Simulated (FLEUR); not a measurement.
## As: single point with PBEsol

The system is As.

```
CELL_PARAMETERS angstrom
1.82500 -5.50000 0.00000
1.82500 5.50000 0.00000
0.00000 0.00000 4.47000
ATOMIC_POSITIONS crystal
As 0.37537 0.60335 0.55866
As 0.88654 0.10528 0.93966
As 0.61829 0.39250 0.43957
As 0.11427 0.89248 0.05694
```

This isn't the form of As at room conditions, which is rhombohedral.

The cell isn't the ideal one: atoms moved at random, drawn with an rms of 0.05 Å.

```yaml
Program: FLEUR MaX-R8.1 (later development tree)
Task: single point
Functional: PBEsol
Potentials_or_basis: all-electron
Basis: FLAPW
Kmax: 4.67 1/bohr
k_mesh: 8 × 8 × 6
Occupations: fermi-dirac, width 0.05 eV
Spin: no spin polarisation
```

```yaml
Largest_force: 0.446 eV/Å
Band_gap_on_the_k_mesh: none (metal or under the smearing width)
Valence_electrons_inside_the_program's_atomic_spheres: As 18.57, 18.58, 18.56 (radii As 2.1 bohr)
```

Forces in eV/Å, atoms in the order of the input:
```
As   0.187 -0.384  0.126
As  -0.097  0.075 -0.096
As  -0.086  0.386 -0.193
As  -0.004 -0.077  0.162
```

Levels at points of the mesh, in eV from the Fermi level:
| k point | band 39 | band 40 | band 41 | band 42 | band 43 | band 44 | band 45 | band 46 |
| --- | --- | --- | --- | --- | --- | --- | --- | --- |
| (0.00, 0.00, 0.00) | -2.84 | -2.21 | -1.82 | -1.00 | 1.93 | 2.14 | 2.61 | 3.55 |
| (0.00, 0.00, 0.50) | -1.87 | -1.78 | -0.49 | -0.40 | 1.02 | 1.05 | 2.02 | 2.18 |
| (0.00, 0.50, 0.00) | -2.55 | -2.42 | -2.36 | -2.18 | 0.76 | 0.81 | 1.06 | 1.11 |
| (0.00, 0.50, 0.50) | -4.67 | -4.54 | -1.83 | -1.71 | 1.94 | 2.03 | 4.68 | 4.78 |
| (0.50, 0.00, 0.00) | -2.47 | -2.42 | -2.30 | -2.18 | 0.80 | 0.83 | 0.97 | 1.09 |
| (0.50, 0.00, 0.50) | -4.64 | -4.52 | -1.79 | -1.70 | 1.70 | 1.98 | 4.70 | 4.78 |
| (0.50, 0.50, 0.00) | -3.24 | -1.65 | -1.16 | -0.46 | 0.21 | 2.08 | 2.47 | 3.14 |
| (0.50, 0.50, 0.50) | -1.83 | -1.76 | -0.98 | -0.92 | 1.30 | 1.54 | 1.70 | 1.78 |

Core levels (eV from the Fermi level):
```tsv
atom	levels
1 As	1s1/2 -11702.0, 2s1/2 -1480.3, 2p1/2 -1322.5, 2p3/2 -1285.9, 3s1/2 -185.1
2 As	1s1/2 -11702.0, 2s1/2 -1480.3, 2p1/2 -1322.4, 2p3/2 -1285.9, 3s1/2 -185.1
3 As	1s1/2 -11702.0, 2s1/2 -1480.3, 2p1/2 -1322.5, 2p3/2 -1285.9, 3s1/2 -185.1
4 As	1s1/2 -11702.0, 2s1/2 -1480.3, 2p1/2 -1322.4, 2p3/2 -1285.9, 3s1/2 -185.1
```

Run time: 29 min on 4 MPI ranks on Intel(R) Xeon(R) 6975P-C (Granite Rapids), with other jobs on the host.
